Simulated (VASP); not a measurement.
VASP inputs for AlN (strained rocksalt)

INCAR

```
ALGO = Normal
SIGMA = 0.01
NELM = 120
EDIFF = 1E-7
IBRION = -1
LASPH = .TRUE.
LREAL = .FALSE.
METAGGA = R2SCAN
ISIF = 2
ISMEAR = 0
NSW = 0
LWAVE = .FALSE.
PREC = Accurate
LCHARG = .FALSE.
ENCUT = 520
NBANDS = 11
```

KPOINTS

```
KPOINTS created by Atomic Simulation Environment
0
Gamma
10 10 10
0 0 0
```

KPOINTS_OPT

```
special points
7
Reciprocal
0.0000000000 0.0000000000 0.0000000000 1
0.5000000000 0.0000000000 0.5000000000 1
0.6250000000 0.2500000000 0.6250000000 1
0.3750000000 0.3750000000 0.7500000000 1
0.5000000000 0.5000000000 0.5000000000 1
0.5000000000 0.2500000000 0.7500000000 1
0.0000000000 0.5000000000 0.5000000000 1
```

POSCAR

```
Al N
 1.0000000000000000
     0.0000000000000000    2.0592458212000002    2.0592458212000002
     2.0592458212000002    0.0000000000000000    2.0592458212000002
     2.0592458212000002    2.0592458212000002    0.0000000000000000
 Al  N
   1   1
Cartesian
  0.0000000000000000  0.0000000000000000  0.0000000000000000
  2.0592458211999998  2.0592458211999998  2.0592458211999998
```

VASP ran with the recommended PBE PAW datasets (8 valence electrons in the cell).

Q: Estimate the main results of this run.

A: gap between bands v and c 4.94 eV; least direct gap 5.71 eV; pressure -15.4 GPa.

Band v is the last that the valence electrons fill when counted band by band, and c is the next. Levels in eV from the top of v:

| point | v−1 | v | c | c+1 |
| --- | --- | --- | --- | --- |
| Γ | 0.00 | 0.00 | 5.71 | 12.72 |
| X | -2.75 | -2.75 | 4.94 | 6.06 |
| K | -5.30 | -2.26 | 6.32 | 9.80 |
| L | -1.05 | -1.05 | 6.55 | 11.44 |
| W | -5.52 | -3.80 | 8.44 | 11.35 |
